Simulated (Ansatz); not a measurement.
Crystal: NbAs.

```xyz
4
Lattice="-1.7259 1.7259 5.8400 1.7259 -1.7259 5.8400 1.7259 1.7259 -5.8400" Properties=species:S:1:pos:R:3 pbc="T T T"
Nb    0.0000    1.7259    0.0000
Nb    0.0000    0.0000    8.7600
As    0.0000    1.7259    4.8589
As    0.0000    0.0000    1.9389
```

Base run:

| Quantity | Value |
| --- | --- |
| Program | Ansatz 0.2.0 |
| Functional | PBEsol |
| Potentials or basis | all-electron LAPW, scalar-relativistic |
| Cutoff | 247 eV (chosen from the basis error) |
| Basis error allowed | 0.002 eV/atom |
| k mesh | 11 × 11 × 11 |
| Occupations | fermi-dirac, width 0.05 eV |
| Spin | no spin polarisation |

Its results: band gap on the k mesh none (metal or under the smearing width); pressure -2.3 GPa; largest force 0.288 eV/Å.

Task: The run is repeated on the same cell with these changes: hubbard terms from none to Nb d U = 4 eV. What comes out?

Result: Band gap on the k mesh none (metal or under the smearing width); pressure -0.9 GPa; largest force 0.271 eV/Å.

Caveats: the density of states is complete only up to the lowest level of the last band computed; U is the effective U less J, on atomic orbitals that reach past the spheres (some runs); U without spin polarisation on a metal has little footing (some runs); the U is typed as a test and isn't derived for this compound (some runs).
